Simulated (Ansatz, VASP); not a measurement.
One calculation of ZrC, two programs

```
CELL_PARAMETERS angstrom
3.45799 0.00000 0.00000
-1.72900 2.99471 0.00000
0.00000 0.00000 5.39381
ATOMIC_POSITIONS crystal
Zr 0.66667 0.33333 0.75000
Zr 0.33333 0.66667 0.25000
C 0.00000 0.00000 0.50000
C 0.00000 0.00000 0.00000
```

The cell comes from a database or a generator and needn't be the stable form of this composition.

Alike in both runs: task single point; functional LDA; k mesh 9 × 9 × 5; occupations fermi-dirac, width 0.05 eV; no spin polarisation.

|  | VASP | Ansatz |
| --- | --- | --- |
| version | VASP 6.6.1 | Ansatz 0.2.0 |
| potentials or method | VASP PAW LDA potentials, release 64 (Zr_sv, C) | Ansatz PAW |
| plane-wave cutoff (eV) | 520 | 420 |
| valence electrons in the cell | 32 | 32 |

|  | VASP | Ansatz | Ansatz less VASP |
| --- | --- | --- | --- |
| gap on the k mesh at the Fermi level (eV) | none | none | - |
| pressure (GPa) | -21.3 | -21.7 | -0.48 |
| largest component of the traceless stress (GPa) | 1.57 | 1.62 | +0.044 |

A gap of «none» marks a metal or a gap that the smearing closes.

Caveats: so large a pressure means that the cell lies far from this level's equilibrium, or that cutoff or potentials fall short (VASP); the PAW data sets come from PBE, with cores solved anew for the run's functional, which leaves a small shift of forces and pressure (Ansatz).
